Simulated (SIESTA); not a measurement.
**WS2 in SIESTA: the effect of basis**

WS2, a slab with vacuum:

```
CELL_PARAMETERS angstrom
3.15800 0.00000 0.00000
-1.57900 2.73491 0.00000
0.00000 0.00000 24.29369
ATOMIC_POSITIONS crystal
S 0.33333 0.66667 0.30872
W 0.66667 0.33333 0.37392
S 0.33333 0.66667 0.43758
S 0.00000 0.00000 0.56242
W 0.33333 0.66667 0.62762
S 0.00000 0.00000 0.69128
```

Alike in all runs:

```yaml
Program: SIESTA 5.4.2
Task: single point
Functional: PBE
Potentials_or_basis: PseudoDojo 0.4 standard (PBE files)
Grid_cutoff: 800 Ry
Energy_shift: 0.003 Ry
k_mesh: 7 × 7 × 1
Occupations: fermi-dirac, width 0.05 eV
Spin: no spin polarisation
```

```tsv
basis	gap on the mesh (eV)	largest force (eV/Å)
SZ	1.30	2.99
SZP	1.64	1.33
DZ	1.55	2.58
DZP	1.60	1.09
DZDP	?	?
TZP	1.59	1.06
TZDP	1.56	1.06
```

What does the run with basis DZDP give?

gap on the mesh 1.57 eV; largest force 1.13 eV/Å.

Caveats: spin-orbit coupling is left out, which moves the levels of the heavy elements; the basis of atomic orbitals isn't converged, which shifts pressures, moduli and gaps; the basis has no polarisation orbitals (some runs).

A k mesh can miss the band edges.
